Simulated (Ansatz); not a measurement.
## Sc: from a first guess to the relaxed sc type

First guess:

```xyz
1
Lattice="3.0680 0.0000 0.0000 0.0000 3.0680 0.0000 0.0000 0.0000 3.0680" Properties=species:S:1:pos:R:3 pbc="T T T"
Sc    0.0000    0.0000    0.0000
```

These are results of DFT, PBE, PAW with Ansatz's default frozen-core files, scalar-relativistic in Ansatz 0.2.0, not measurements.

Cell and atoms relax within the symmetry of the start on a 12×12×12 k mesh with 0.05 eV Fermi–Dirac smearing.

The start is built from a prototype, known or not as a phase of this compound; the cutoff is 420 eV.

Spin polarisation is left out, and whether a magnetic state lies lower isn't shown here.

(1) What is the pressure of the first guess?

(2) What does it relax to?

(3) How much energy does the relaxation release?

Answers

(1) -2.98 GPa.

(2) a = 2.969 Å, b = 2.969 Å, c = 2.969 Å, α = 90.00°, β = 90.00°, γ = 90.00° (conventional cell), 26.16 Å³ per atom:
```cif
data_structure
_symmetry_space_group_name_H-M 'Pm-3m'
_symmetry_Int_Tables_number 221
_cell_length_a 2.9686
_cell_length_b 2.9686
_cell_length_c 2.9686
_cell_angle_alpha 90.000
_cell_angle_beta 90.000
_cell_angle_gamma 90.000
_cell_volume 26.16
loop_
_atom_site_label
_atom_site_type_symbol
_atom_site_symmetry_multiplicity
_atom_site_Wyckoff_symbol
_atom_site_fract_x
_atom_site_fract_y
_atom_site_fract_z
_atom_site_occupancy
Sc1 Sc 1 a 0.00000 0.00000 0.00000 1
```

(3) 27 meV/atom.
